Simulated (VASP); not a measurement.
# Adsorption of CH4 on the (1 1 1) face of Ti, part 2 of 2

Does CH4 stick to the (1 1 1) face of Ti, and does it stay whole? The molecule starts over a bridge site, flat. The start is a cell from a database of measured crystal structures.

VASP 6.6.1, plane waves and PAW; the level of theory is named at each step.

So far. Step 4 (The free molecule): Energy at zero smearing: -24.20994 eV. Step 5 (The molecule on the surface): The run ended after 44 ionic steps, 2.500 eV below its first step, once the forces on the free atoms met EDIFFG = -0.03.

It derives from a form of Ti that is not the ambient one, so the starting crystal is not the ambient structure.

## 6. Potential and states with the molecule

A static run like the clean slab's shows how the vacuum level shifts, by charge transfer, by any dipole of the adsorbate and by the slab's own rearrangement.

The input, INCAR:

```
SYSTEM = Ti12H4C
PREC = Normal
ENCUT = 400
EDIFF = 1E-06
NELM = 120
ISMEAR = 0
SIGMA = 0.05
LREAL = Auto
ALGO = Fast
GGA = RP
IVDW = 12
NBANDS = 66
LORBIT = 11
LWAVE = .FALSE.
LCHARG = .TRUE.
KPAR = 4
IDIPOL = 3
LDIPOL = .TRUE.
DIPOL = 0.5 0.5 0.477
LVHAR = .TRUE.
LVACPOTAV = .TRUE.
NEDOS = 1500
```

The input, POSCAR:

```
Ti12H4C
1.0
    5.7417070632      0.0000000000      0.0000000000
   -2.8708535316      4.9724641778      0.0000000000
    0.0000000000      0.0000000000     24.4927841858
Ti C H
12 1 4
Direct
    0.3333333300      0.1666666700      0.3278516600
    0.3333333300      0.6666666700      0.3278516600
    0.8333333300      0.1666666700      0.3278516600
    0.8333333300      0.6666666700      0.3278516600
    0.6670995227      0.3343124471      0.4102393320
    0.6668091997      0.8322348742      0.4098764547
    0.1671468900      0.3341054751      0.4112428174
    0.1654332121      0.8323057933      0.4098097035
    0.9983458456      0.5018605363      0.4932601438
    0.9972012998      0.9946183951      0.4925744329
    0.5031065602      0.5018083489      0.4934311695
    0.4981614699      0.9970302807      0.4915410536
    0.2052072368      0.3888861155      0.6365966569
    0.9882946650      0.2445863064      0.6378719424
    0.2635317868      0.5286355894      0.6712821164
    0.3175572586      0.2803888577      0.6376368382
    0.2528409748      0.5051659101      0.5982004948
```

The input, KPOINTS:

```
Automatic mesh
0
Gamma
6 6 1
0 0 0
```

The projector-augmented-wave data sets are Ti, C and H (PBE family, release 64).

The run is started by

```console
$ mpirun -np 4 vasp_std
```

Elapsed: 89 s, on 4 MPI ranks of AMD EPYC 9R45, shared host; peak memory 2.2 GiB.

Numbers from this step:

```
electronic cycles                                    : 38
free energy (TOTEN)                                  : -142.9182 eV
Fermi energy                                         : -1.740 eV
DOS at the Fermi level, one point of the energy grid : 24.11 states/eV/cell
dipole moment                                        : 0, 0, -0.08349 e·Å
vacuum levels                                        : 2.22, 2.748 eV
work functions of the upper and lower face           : 3.960, 4.488 eV
```

The density of states has structure finer than the step of the table below, so its rows give means over 1 eV, whole bins alone (the curve runs from -12.0 to 5.95 eV). Peaks (eV: height): total -5.6: 35.0, -0.9: 32.8, 0.2: 37.1, 0.7: 32.9; Ti s -4.3: 5.43, -3.5: 5.08, -2.8: 6.25, -2.4: 4.82; Ti p -0.9: 6.31, 0.2: 6.75, 0.6: 6.85, 1.5: 5.00; Ti d 0.2: 25.2, 0.7: 28.7, 0.9: 27.9, 3.3: 27.2; C p -5.7: 5.03, -5.6: 10.4.

Density of states against energy, zero at the Fermi level; means over each step; values in states/eV/cell:

| energy (eV) | total | Ti s | Ti p | Ti d | C p | H s |
| --- | --- | --- | --- | --- | --- | --- |
| -7 | 0 | 0 | 0 | 0 | 0 | 0 |
| -6 | 5.74 | 0.116 | 0.0119 | 0.00756 | 1.63 | 1.87 |
| -5 | 1.31 | 0.791 | 0.0938 | 0.0121 | 0.111 | 0.124 |
| -4 | 1.98 | 1.30 | 0.355 | 0.165 | 0.00660 | 0.00595 |
| -3 | 6.35 | 2.23 | 1.05 | 2.63 | 0.00653 | 0.00507 |
| -2 | 13.8 | 2.02 | 1.89 | 9.33 | 0.00499 | 0.00318 |
| -1 | 15.4 | 0.614 | 1.95 | 12.1 | 0.00857 | 0.00424 |
| 0 | 20.4 | 0.453 | 3.14 | 14.4 | 0.0237 | 0.0105 |
| 1 | 21.9 | 0.221 | 2.85 | 17.7 | 0.0125 | 0.00498 |
| 2 | 16.3 | 0.107 | 1.04 | 14.0 | 0.0109 | 0.00412 |
| 3 | 20.7 | 0.119 | 1.32 | 17.5 | 0.0173 | 0.00625 |
| 4 | 5.27 | 0.0499 | 0.389 | 4.63 | 0.00243 | 7.6e-4 |
| 5 | 0.666 | 0.0299 | 0.150 | 0.498 | 2.9e-4 | 9.4e-5 |

The planar average of the electrostatic potential oscillates, so the rows of the table below give means over windows of 1 Å about each position, cut where the curve ends. Its maxima inside the range that stand out by 2 % of the span (Å: eV): 9.1: -2.78, 11.0: -2.79, 14.2: 3.37. Its minima: 8.0: -5.87, 10.0: -5.43, 12.1: -5.85, 15.6: 0.438.

Zero at the Fermi level. Planar average of the electrostatic potential against height; means over each step:

| height (Å) | planar average of the electrostatic potential (eV) |
| --- | --- |
| 0 | 4.49 |
| 1 | 4.49 |
| 2 | 4.49 |
| 3 | 4.49 |
| 4 | 4.48 |
| 5 | 4.40 |
| 6 | 3.68 |
| 7 | -0.709 |
| 8 | -5.35 |
| 9 | -3.26 |
| 10 | -4.90 |
| 11 | -3.25 |
| 12 | -5.30 |
| 13 | -1.46 |
| 14 | 3.03 |
| 15 | 2.25 |
| 16 | 1.65 |
| 17 | 3.64 |
| 18 | 3.95 |
| 19 | 3.96 |
| 20 | 3.96 |
| 21 | 3.96 |
| 22 | 3.96 |
| 23 | 3.96 |
| 24 | 4.26 |

Density of states in the PAW spheres, an atom over height of the layer and energy from the Fermi level.

Values in states/eV, 22 rows by 8 columns, each cell a mean:
```
2.16 0.99 0.97 2.16 2.13 0.00 0.01 0.00
2.16 0.84 0.85 2.30 2.21 0.01 0.02 0.01
1.23 0.87 0.83 1.21 1.20 0.01 0.01 0.00
1.55 1.37 1.36 1.55 1.54 0.00 0.01 0.00
0.76 1.31 1.35 0.75 0.78 0.00 0.00 0.00
1.33 1.86 1.83 1.34 1.33 0.00 0.00 0.00
0.85 1.06 1.04 0.86 0.85 0.00 0.00 0.00
0.85 1.09 1.08 0.86 0.85 0.00 0.00 0.00
0.73 1.08 1.07 0.74 0.73 0.00 0.00 0.00
0.23 0.30 0.29 0.23 0.23 0.00 0.00 0.00
0.28 0.35 0.35 0.28 0.28 0.00 0.00 0.00
0.12 0.10 0.10 0.12 0.12 0.00 0.00 0.00
0.13 0.22 0.22 0.13 0.13 0.00 0.00 0.00
0.04 0.06 0.06 0.03 0.03 0.00 0.00 0.00
0.09 0.14 0.14 0.08 0.07 0.02 0.01 0.01
0.05 0.08 0.08 0.04 0.05 0.43 1.66 0.78
0.01 0.02 0.02 0.02 0.04 0.85 0.72 0.56
0.00 0.00 0.00 0.00 0.00 0.00 0.00 0.00
0.00 0.00 0.00 0.00 0.00 0.00 0.00 0.00
0.00 0.00 0.00 0.00 0.00 0.00 0.00 0.00
0.00 0.00 0.00 0.00 0.00 0.00 0.00 0.00
0.00 0.00 0.00 0.00 0.00 0.00 0.00 0.00
```
Columns: height of the layer (Å) from 8 to 16.4 (not evenly spaced); rows upwards: energy from the Fermi level (eV) from -7.9 to 0.5.

Force by atom:

| atom | x (eV/Å) | y (eV/Å) | z (eV/Å) | size |
| --- | --- | --- | --- | --- |
| Ti1 | -0.078 | 0.077 | 0.061 | 0.125 |
| Ti2 | 0.004 | -0.119 | -0.015 | 0.120 |
| Ti3 | 0.078 | 0.073 | 0.075 | 0.130 |
| Ti4 | -0.003 | -0.030 | -0.098 | 0.103 |
| Ti5 | -0.005 | 0.012 | 0.006 | 0.014 |
| Ti6 | -0.002 | -0.015 | 0.005 | 0.016 |
| Ti7 | 0.002 | 0.010 | -0.009 | 0.013 |
| Ti8 | 0.003 | -0.010 | 0.003 | 0.011 |
| Ti9 | 0.005 | 0.001 | 0.004 | 0.007 |
| Ti10 | 0.001 | -0.004 | 0.009 | 0.010 |
| Ti11 | -0.006 | -0.001 | 0.001 | 0.006 |
| Ti12 | 0.000 | -0.006 | 0.024 | 0.024 |
| C13 | 0.000 | 0.006 | -0.026 | 0.027 |
| H14 | 0.009 | 0.011 | -0.019 | 0.024 |
| H15 | 0.001 | -0.010 | -0.013 | 0.017 |
| H16 | -0.010 | 0.009 | -0.018 | 0.022 |
| H17 | 0.002 | -0.003 | 0.011 | 0.011 |

Valence density in the ca plane at fractional y = 0.502, with atoms of Ti and H within 0.2 Å of it. It is the smooth field of the valence electrons, not physical close to the nuclei.

Values in e/Å³, 8 rows by 16 columns, each cell a mean:
```
0.1 0.2 0.2 0.2 0.4 0.6 0.1 0.0 0.0 0.0 0.0 0.0 0.0 0.0 0.0 0.0
0.2 0.3 0.2 0.2 0.2 0.2 0.1 0.0 0.0 0.0 0.0 0.0 0.0 0.0 0.0 0.0
0.1 0.2 0.2 0.2 0.2 0.2 0.1 0.0 0.0 0.0 0.0 0.0 0.0 0.0 0.0 0.0
0.1 0.2 0.2 0.2 0.4 0.7 0.1 0.0 0.0 0.0 0.0 0.0 0.0 0.0 0.0 0.0
0.1 0.2 0.2 0.2 0.4 0.5 0.1 0.1 0.2 0.1 0.0 0.0 0.0 0.0 0.0 0.0
0.2 0.3 0.2 0.2 0.2 0.2 0.1 0.7 1.1 1.0 0.1 0.0 0.0 0.0 0.0 0.0
0.1 0.2 0.2 0.2 0.2 0.2 0.1 0.4 0.7 0.6 0.0 0.0 0.0 0.0 0.0 0.0
0.1 0.2 0.2 0.2 0.4 0.7 0.1 0.0 0.1 0.1 0.0 0.0 0.0 0.0 0.0 0.0
```
Columns run along c (16.0 Å, from fractional 0.29 to 0.94 of the cell), rows up along a (5.7 Å). Atoms in or near the plane, at fractional coordinates: Ti at (0.49, 0.00), Ti at (0.49, 0.50), H at (0.67, 0.26), H at (0.60, 0.25).

Electrostatic potential energy in the ca plane at fractional y = 0.502, with atoms of Ti and H within 0.2 Å of it. With pseudopotentials it is smooth inside the atoms' cores, unlike the true potential.

Ten even steps from '0' (-13 eV) to '9' (3 eV), each cell a mean:
```
99999876678877763100025899999999999999999999
99998754456654554211247899999999999999999999
99998632235433346543468999999999999999999999
99997532234432346665678999999999999999999999
99998632235433345533468999999999999999999999
99998754457654554211246899999999999999999999
99999876678877763100025899999999999999999999
99999877788887763000025789999999999999999999
99998765567766663100136889888889999999999999
99998643346543455322357886553456899999999999
99997532234432346655678860000000699999999999
99997532234432346655678861010001699999999999
99998643346543455322357886665567899999999999
99998765577766663100136889988899999999999999
99999877788887763000025799999999999999999999
```
Columns run along c (16.0 Å, from fractional 0.22 to 0.87 of the cell; values clipped at the 3rd and 97th percentile), rows up along a (5.7 Å). Atoms in or near the plane, at fractional coordinates: Ti at (0.49, 0.00), Ti at (0.49, 0.50), H at (0.67, 0.26), H at (0.60, 0.25).

The density of states holds every band computed, so its fall toward the upper end of the range is no gap.

The map of layer states is cut here 0.5 eV above the Fermi level, so it leaves out the states above that.

At the end the adsorbate's closest contact with the slab is H-Ti at 2.95 Å, 1.45 Å to the side of the slab's atom, and its lowest atom lies 2.57 Å above the highest atom of the slab.

The vacuum level lies 3.96 eV above the Fermi level at the upper face; the two faces differ by 0.53 eV, the step that the slab's dipole of -0.083 e·Å makes.

VASP counts the dipole in electrons times Å, so a positive number points the physical dipole along −c.

The program found no field-free point at its default tolerance, but its printed level agrees with the flat part of the planar average.

On this mesh the fine structure of the density of states is sampling noise, and high empty states may be cut by the number of bands.

## 7. Derived quantities

This step: slab, RPBE + D3(BJ); plane waves and PAW (VASP 6.6.1).

No new run; the numbers come from the runs before.

Numbers from this step:

| Item | Value |
| --- | --- |
| adsorption energy | -0.1888 eV |
| highest filled level below the vacuum, with the molecule | 3.960 eV |
| shortest molecule-surface distance | 2.946 Å |
| nearest pair | H-Ti |
| change of that level's depth | -0.5399 eV |

Adsorption energy = -142.903 eV (slab with the molecule) less -118.505 eV (clean slab) less -24.210 eV (free molecule), all at zero smearing; the cell's area is 28.6 Å².

## 8. Summary of results

| Item | Value |
| --- | --- |
| adsorption energy | -0.189 eV |
| shortest molecule-surface distance | 2.95 Å |
| nearest pair | H-Ti |
| highest filled level below the vacuum, with the molecule | 3.96 eV |
| change of that level's depth | -0.540 eV |

CH4 binds by 0.19 eV, with H-Ti at 2.95 Å as the closest contact, and the energy to take an electron out through the upper face falls by 0.54 eV. At the end the adsorbate's closest contact with the slab is H-Ti at 2.95 Å, 1.45 Å to the side of the slab's atom, and its lowest atom lies 2.57 Å above the highest atom of the slab. The most stretched bond, C-H, goes from 1.10 Å in the free molecule to 1.11 Å, so the molecule stays whole. The closest contact by distance is 1.54 times the sum of the covalent radii, too long for a bond of this pair; a longer contact of larger atoms can still be one. All runs with the molecule are without spin. The energy includes any attraction or repulsion between the molecule and its images. The energy holds no zero-point or thermal part and belongs to this coverage, this thin slab and the geometry reached, which no test shows to be a minimum. The cell in the plane was kept as given and was not relaxed here.

[Lines on the potential files, build, host, timing and source positions are cut from VASP's logs without a mark.]

[Logs are printed without paths, hosts, clocks, repeated set-up lines and the standing remarks that a program may print on its own settings, such as how far it seeks lower states.]

[Hosts, paths, dates, database ids (printed as entryN), source tags and the programs' standing remarks are cut or masked in the printed files.]

[Runs that stopped without an error message from VASP are left out.]

[In band tables of VASP the shares of atoms and orbitals are scaled to a sum of 1 inside the atoms' spheres.]
